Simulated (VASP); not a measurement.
# GaP (F-43m) in VASP: settings compared, part 2 of 2

VASP 6.6.1. The steps go on from the part before.

### 3 Single point, PBE

File INCAR:

```
SYSTEM = GaP
PREC     = Accurate       ! precision mode
ENCUT    = 520            ! plane-wave cutoff, eV
EDIFF    = 1E-6           ! SCF threshold, eV
ISMEAR   = 0              ! smearing method
SIGMA    = 0.015          ! smearing width, eV
LREAL    = .FALSE.        ! projectors in reciprocal space
LASPH    = .TRUE.         ! aspherical terms in the spheres
NELM     = 100            ! most SCF steps
ALGO     = Fast           ! electronic algorithm
ISIF     = 2              ! what is computed and relaxed
LWAVE    = .FALSE.        ! write WAVECAR
LCHARG   = .FALSE.        ! write CHGCAR
GGA      = PE             ! functional
NBANDS   = 16             ! bands
```

File KPOINTS:

```
regular mesh
0
G
  8 8 8
  0 0 0
```

File POSCAR:

```
GaP
1.0
    0.0000000000      2.7252500000      2.7252500000
    2.7252500000      0.0000000000      2.7252500000
    2.7252500000      2.7252500000      0.0000000000
Ga P
1 1
Direct
    0.0000000000      0.0000000000      0.0000000000
    0.7500000000      0.7500000000      0.7500000000
```

Potentials or basis: VASP PAW PBE potentials, release 64 (Ga_d, P).

Started as:

```bash
$ cat potpaw_PBE.64/Ga_d/POTCAR potpaw_PBE.64/P/POTCAR > POTCAR
$ mpirun -np 1 vasp_std > vasp.out
```

OUTCAR:

```text
SYSTEM = GaP
   PREC = Accurate
   ENCUT = 520
   EDIFF = 1E-6
   ISMEAR = 0
   LREAL = .FALSE.
   LASPH = .TRUE.
   NELM = 100
   ISIF = 2
   GGA = PE

 ion  position               nearest neighbor table
   1  0.000  0.000  0.000-   2 2.36   2 2.36   2 2.36   2 2.36
   2  0.750  0.750  0.750-   1 2.36   1 2.36   1 2.36   1 2.36

  LATTYP: Found a face centered cubic cell.
 ALAT       =     5.4505000000

  Lattice vectors:

 A1 = (   0.0000000000,   2.7252500000,   2.7252500000)
 A2 = (   2.7252500000,   0.0000000000,   2.7252500000)
 A3 = (   2.7252500000,   2.7252500000,   0.0000000000)

Analysis of symmetry for initial positions (statically):
=====================================================================
 Subroutine PRICEL returns:
 Original cell was already a primitive cell.

 Routine SETGRP: Setting up the symmetry group for a
 face centered cubic supercell.

 Subroutine GETGRP returns: Found 24 space group operations
 (whereof 24 operations were pure point group operations)
 out of a pool of 48 trial point group operations.

The static configuration has the point symmetry T_d .

Analysis of symmetry for dynamics (positions and initial velocities):
=====================================================================
 Subroutine PRICEL returns:
 Original cell was already a primitive cell.

 Routine SETGRP: Setting up the symmetry group for a
 face centered cubic supercell.

 Subroutine GETGRP returns: Found 24 space group operations
 (whereof 24 operations were pure point group operations)
 out of a pool of 48 trial point group operations.

The dynamic configuration has the point symmetry T_d .

 Subroutine INISYM returns: Found 24 space group operations
 (whereof 24 operations are pure point group operations),
 and found     1 'primitive' translations

----------------------------------------------------------------------------------------

                                     Primitive cell

  volume of cell :      40.4808

  direct lattice vectors                    reciprocal lattice vectors
     0.000000000  2.725250000  2.725250000    -0.183469406  0.183469406  0.183469406
     2.725250000  0.000000000  2.725250000     0.183469406 -0.183469406  0.183469406
     2.725250000  2.725250000  0.000000000     0.183469406  0.183469406 -0.183469406

  length of vectors
     3.854085511  3.854085511  3.854085511     0.317778334  0.317778334  0.317778334

  position of ions in fractional coordinates (direct lattice)
     0.000000000  0.000000000  0.000000000
     0.750000000  0.750000000  0.750000000

  ion indices of the primitive-cell ions
   primitive index   ion index
                 1           1
                 2           2

----------------------------------------------------------------------------------------

 KPOINTS: regular mesh

Automatic generation of k-mesh.
 Grid dimensions read from file:
 generate k-points for:    8    8    8

 Generating k-lattice:

  Cartesian coordinates                     Fractional coordinates (reciprocal lattice)
    -0.022933676  0.022933676  0.022933676     0.125000000  0.000000000  0.000000000
     0.022933676 -0.022933676  0.022933676     0.000000000  0.125000000  0.000000000
     0.022933676  0.022933676 -0.022933676     0.000000000  0.000000000  0.125000000

  Length of vectors
     0.039722292  0.039722292  0.039722292

  Shift w.r.t. Gamma in fractional coordinates (k-lattice)
     0.000000000  0.000000000  0.000000000

 Subroutine IBZKPT returns following result:
 ===========================================

 Found     29 irreducible k-points:

 Following reciprocal coordinates:
            Coordinates               Weight
  0.000000  0.000000  0.000000      1.000000
  0.125000  0.000000  0.000000      8.000000
  0.250000  0.000000  0.000000      8.000000
  0.375000  0.000000  0.000000      8.000000
  0.500000  0.000000  0.000000      4.000000
  0.125000  0.125000  0.000000      6.000000
[... 16 lines left out ...]
  0.500000  0.250000  0.125000     48.000000
 -0.375000  0.250000  0.125000     24.000000
 [... further k-points ...]
   k-points           NKPTS =     29   k-points in BZ     NKDIM =     29   number of bands    NBANDS=     16
   number of dos      NEDOS =    301   number of ions     NIONS =      2
   total plane-waves  NPLWV =  27000
   dimension x,y,z NGX =    30 NGY =   30 NGZ =   30
   dimension x,y,z NGXF=    60 NGYF=   60 NGZF=   60
   ions per type =               1   1
   NGX,Y,Z   is equivalent  to a cutoff of  12.94, 12.94, 12.94 a.u.
   NGXF,Y,Z  is equivalent  to a cutoff of  25.88, 25.88, 25.88 a.u.
 SYSTEM =  GaP
   PREC   = accura    normal or accurate (medium, high low for compatibility)
   ISTART =      0    job   : 0-new  1-cont  2-samecut
   ICHARG =      2    charge: 1-file 2-atom 10-const
   ISPIN  =      1    spin polarized calculation?
   LNONCOLLINEAR =      F non collinear calculations
   LSORBIT =      F    spin-orbit coupling
   LASPH  =      T    aspherical Exc in radial PAW
   ENCUT  =  520.0 eV  38.22 Ry    6.18 a.u.   7.17  7.17  7.17*2*pi/ulx,y,z
   NELM   =    100;   NELMIN=  2; NELMDL= -5     # of ELM steps
   EDIFF  = 0.1E-05   stopping-criterion for ELM
   LREAL  =      F    real-space projection
   EDIFFG = 0.1E-04   stopping-criterion for IOM
   NSW    =      0    number of steps for IOM
   IBRION =     -1    ionic relax: 0-MD 1-quasi-New 2-CG
   NFREE  =      0    steps in history (QN), initial steepest desc. (CG)
   ISIF   =      2    stress and relaxation
   ISYM   =      2    0-nonsym 1-usesym 2-fastsym
   POTIM  = 0.5000    time-step for ionic-motion
   TEBEG  =    0.0;   TEEND  =   0.0 temperature during run
   PSTRESS=    0.0 pullay stress
   NELECT =      18.0000    total number of electrons
   NUPDOWN=      -1.0000    fix difference up-down
   EMIN   =  10.00;   EMAX   =-10.00  energy-range for DOS
   EFERMI =   0.00;   METHOD = LEGACY
   ISMEAR =     0;   SIGMA  =   0.01  broadening in eV -4-tet -1-fermi 0-gaus
   EFERMI_NEDOS =   21; number of points for ismear=-14 and -15
   IALGO  =     68    algorithm
   IMIX   =      4    mixing-type and parameters
     AMIX     =   0.40;   BMIX     =  1.00
     AMIX_MAG =   1.60;   BMIX_MAG =  1.00
  volume/ion in A,a.u.               =      20.24       136.59
  Fermi-wavevector in a.u.,A,eV,Ry     =   1.249538  2.361284 21.243377  1.561344
  Thomas-Fermi vector in A             =   2.383574
   LORBIT       =      0    0 simple, 1 ext, 2 COOP (PROOUT), +10 PAW based schemes
   GGA     = PE    functional components
   LHFCALC =     F    Hartree Fock is set to
   AEXX    =    0.0000 exact exchange contribution
   IVDW    =     0    specifies the selected vdW correction
   LEPSILON=     F    determine dielectric tensor
   LRPA    =     F    only Hartree local field effects (RPA)
 non-spin polarized calculation
 RMM-DIIS sequential band-by-band and
 Gauss-broadening in eV      SIGMA  =   0.01
  energy-cutoff  :      520.00
  volume of cell :       40.48
 maximum number of plane-waves:      1106
 NGX is ok and might be reduce to    30
   NGX = 15   NGY = 15   NGZ = 15

 number of electron      17.9999989 magnetization

 Free energy of the ion-electron system (eV)
  ---------------------------------------------------
  ext. energy  EPLUGINS =         0.00000000
  ---------------------------------------------------
  free energy    TOTEN  =        -9.11612147 eV

  energy without entropy =       -9.11612147  energy(sigma->0) =       -9.11612147

 E-fermi :   4.7830     XC(G=0):  -9.8326

 val. band max:        4.6528797935   @ k =   0.0000   0.0000   0.0000
 cond. band min:       6.2944778925   @ k =   0.3750   0.3750   0.0000
 fundamental gap:      1.6415980990
 Fermi energy:         4.7829719042

 k-point     1 :       0.0000    0.0000    0.0000
  band No.  band energies     occupation
      1      -9.8984      2.00000
      2      -9.8984      2.00000
      3      -9.8984      2.00000
      4      -9.7987      2.00000
      5      -9.7987      2.00000
      6      -7.8390      2.00000
[... 8 lines left out ...]
     15      14.4400      0.00000
     16      14.4400      0.00000
[... 419 lines left out ...]
 k-point    24 :      -0.3750    0.2500    0.1250
  band No.  band energies     occupation
      1      -9.9865      2.00000
      2      -9.8675      2.00000
      3      -9.8554      2.00000
      4      -9.8038      2.00000
      5      -9.7913      2.00000
      6      -5.3670      2.00000
[... 8 lines left out ...]
     15      16.6585      0.00000
     16      17.1628      0.00000

 [... further k-points ...]
[... 5 lines left out ...]
  --------------------------------------------------------------------------------------
  -------------------------------------------------------------------------------------
  Total        0.6117108      0.6117108      0.6117108      0.0000000      0.0000000      0.0000000
  in kB       24.2107193     24.2107193     24.2107193      0.0000000      0.0000000      0.0000000
  external PRESSURE =      24.2107193 kB  Pullay stress =       0.0000000 kB

 VOLUME and BASIS-vectors are now :
 -----------------------------------------------------------------------------
  energy-cutoff  :      520.00
  volume of cell :       40.48
      direct lattice vectors                 reciprocal lattice vectors
     0.000000000  2.725250000  2.725250000    -0.183469406  0.183469406  0.183469406
     2.725250000  0.000000000  2.725250000     0.183469406 -0.183469406  0.183469406
     2.725250000  2.725250000  0.000000000     0.183469406  0.183469406 -0.183469406

 POSITION                                       TOTAL-FORCE (eV/Angst)
 -----------------------------------------------------------------------------------
      0.00000      0.00000      0.00000        -0.000000     -0.000000     -0.000000
      4.08788      4.08788      4.08788         0.000000      0.000000      0.000000
 -----------------------------------------------------------------------------------
    total drift:                               -0.000002     -0.000002     -0.000002

  FREE ENERGIE OF THE ION-ELECTRON SYSTEM (eV)
  ---------------------------------------------------
  free  energy   TOTEN  =        -9.1161214657 eV

  energy  without entropy=       -9.1161214657  energy(sigma->0) =       -9.11612147
```

Run time: 16 s. Hardware: 1 thread of Intel Xeon Platinum 8488C (Sapphire Rapids), shared host; peak memory 0.16 GiB.

Results:

| Property | Result |
| --- | --- |
| Free energy | -9.1161 eV |
| Pressure | 2.4 GPa |
| Band gap on the k mesh | 1.64 eV, indirect (least direct gap 1.83 eV) |

### 4 Relaxation of cell and atoms, PBEsol0

POSCAR is that of step 3.

File INCAR.step1:

```
SYSTEM = GaP
PREC = Accurate ; ENCUT = 600
EDIFF = 1E-5 ; ISMEAR = -1
SIGMA = 0.05 ; LREAL = .FALSE.
LASPH = .TRUE. ; NELM = 60
ALGO = Normal ; LWAVE = .TRUE.
LCHARG = .FALSE. ; GGA = PE
```

File INCAR.step2:

```
SYSTEM = GaP
PREC = Accurate ; ENCUT = 600
EDIFF = 1E-6 ; ISMEAR = -1
SIGMA = 0.05 ; LREAL = .FALSE.
LASPH = .TRUE. ; NELM = 60
ALGO = Normal ; ISIF = 3
LWAVE = .FALSE. ; LCHARG = .FALSE.
GGA = PS ; LHFCALC = .TRUE.
AEXX = 0.25 ; PRECFOCK = Normal
IBRION = 2 ; NSW = 40
EDIFFG = -0.02 ; ISTART = 1
```

File KPOINTS:

```
regular mesh
0
G
  4 4 4
  0 0 0
```

Started as:

```bash
$ cat potpaw_PBE.64/Ga_d/POTCAR potpaw_PBE.64/P/POTCAR > POTCAR
$ cp INCAR.step1 INCAR
$ mpirun -np 1 vasp_std > vasp.out
$ cp INCAR.step2 INCAR
$ mpirun -np 1 vasp_std > vasp.out
```

It took 12 min on 1 thread of Intel Xeon Platinum 8488C (Sapphire Rapids), shared host; peak memory 0.18 GiB.

Results (log left out):

```yaml
Free_energy: -12.1570 eV
Relaxed_volume: 19.90 Å³/atom
Relaxed_cell: a = 3.833 Å, b = 3.833 Å, c = 3.833 Å, α = 60.00°, β = 60.00°, γ = 60.00°
Space_group_after_relaxing_to_0.05_Å: F-43m (No. 216)
Energy_gained_by_relaxing: 1.6 meV/atom
Ionic_steps: 3
Pressure_after_relaxing: -0.1 GPa
Band_gap_on_the_k_mesh: 2.90 eV, indirect (least direct gap 3.65 eV)
```

The path:
```csv
step,energy change (eV),largest force (eV/Å),pressure (GPa),volume (Å³)
1,0.0000,0.0000,-1.49,40.48
2,-0.0019,0.0000,1.11,39.39
3,-0.0032,0.0000,-0.05,39.81
```

Final structure:
```
Ga P
1.0
     0.00000    2.71000    2.71000
     2.71000    0.00000    2.71000
     2.71000    2.71000    0.00000
Ga P
1 1
Direct
  0.00000 0.00000 0.00000
  0.75000 0.75000 0.75000
```

Levels at points of the mesh, in eV from the valence-band top:
| k point | band 7 | band 8 | band 9 | band 10 | band 11 | band 12 |
| --- | --- | --- | --- | --- | --- | --- |
| (0.00, 0.00, 0.00) | 0.00 | 0.00 | 0.00 | 3.65 | 5.48 | 5.48 |
| (0.50, 0.00, 0.00) | -7.44 | -1.26 | -1.26 | 3.25 | 6.32 | 6.32 |
| (0.50, 0.50, 0.00) | -7.51 | -3.03 | -3.03 | 2.90 | 3.22 | 12.94 |

Caveat: the k mesh is coarse (spacing up to 0.50 Å⁻¹), so the values aren't converged, least of all with exact exchange; the PAW data sets were made with another functional, which shifts forces and pressure a little.

### 5 For comparison

An earlier run on the cell as given: functional PBE; potentials or basis VASP PAW PBE potentials, release 64 (Ga_d, P); cutoff 520 eV; k mesh 8 × 8 × 8; occupations fermi-dirac, width 0.05 eV; no spin polarisation.

* Pressure: 2.5 GPa
* Band gap on the k mesh: 1.64 eV, indirect (least direct gap 1.83 eV)

### 6 The runs side by side

```csv
task,level,potentials or basis,cell,k mesh,cutoff (eV),smearing,grid for exact exchange (PRECFOCK),exchange at q = 0,mesh quality,gap on the mesh (eV),pressure (GPa),relaxed volume (Å³/atom)
relaxation of cell and atoms,PBE,"VASP PAW PBE potentials, release 64 (Ga_d_GW, P_GW)",relaxed,8 × 8 × 8,630,fermi-dirac 0.05 eV,-,-,not flagged,1.59,0.0,20.79
single point,PBE,"VASP PAW PBE potentials, release 64 (Ga_d, P)",as given,8 × 8 × 8,520,gaussian 0.015 eV,-,-,not flagged,1.64,2.4,-
relaxation of cell and atoms,PBEsol0,"VASP PAW PBE potentials, release 64 (Ga_d, P)",relaxed,4 × 4 × 4,600,fermi-dirac 0.05 eV,Normal,default,coarse,2.90,-0.1,19.90
single point,PBE,"VASP PAW PBE potentials, release 64 (Ga_d, P)",as given,8 × 8 × 8,520,fermi-dirac 0.05 eV,-,-,not flagged,1.64,2.5,-
```

Alike in all rows: no spin polarisation.

Caveats: some runs use coarse meshes; the PAW data sets were made with another functional, which shifts forces and pressure a little (some runs).

Absolute energies hang on the potentials; compare differences alone.

### 7 Against experiment

Step 3. Measured gap of GaP: 2.34 eV (indirect; 10 K; quoted in “Stacking defects in GaP nanowires: Electronic structure and optical properties”, 2018, arxiv:1810.01194). This calculation gives 1.64 eV (-0.70 eV). Spin-orbit coupling on Ga is left out. The value is that of PBE on a finite k mesh, which can miss the band edges, without temperature or zero-point motion. Semilocal functionals fall short of measured gaps as a rule.
